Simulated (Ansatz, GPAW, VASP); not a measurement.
**Ni: programs and potentials compared**

```
CELL_PARAMETERS angstrom
0.00000 1.73757 1.73757
1.73757 0.00000 1.73757
1.73757 1.73757 0.00000
ATOMIC_POSITIONS crystal
Ni 0.00000 0.00000 0.00000
```

Alike in all runs: task single point; functional RPBE; k mesh 13 × 13 × 13; occupations gaussian, width 0.02 eV; collinear spin, ferromagnetic start; no spin-orbit coupling. Pressure is positive in compression and, in plane waves, holds the error of the finite cutoff.

| program and potentials | plane-wave cutoff (eV) | notes | pressure (GPa) | net moment per atom (μB) |
| --- | --- | --- | --- | --- |
| Ansatz, all-electron LAPW, scalar-relativistic | - | - | ? | ? |
| GPAW, the program's PAW data sets (release 1.2.1) made for this functional | 600 | 16 valence electrons an atom on average; this data set often lies off other programs | 16.97 | 0.64 |
| VASP, PBE PAW files Ni_GW, 550 eV | 550 | potentials made for PBE; 10 valence electrons an atom on average | 12.47 | 0.64 |

Estimate from the other rows what the run with Ansatz, all-electron LAPW, scalar-relativistic gave.

Pressure 13.84 GPa; net moment per atom 0.64 μB. The other rows, which needn't bracket it: pressure 12.47 to 16.97; net moment per atom 0.64.
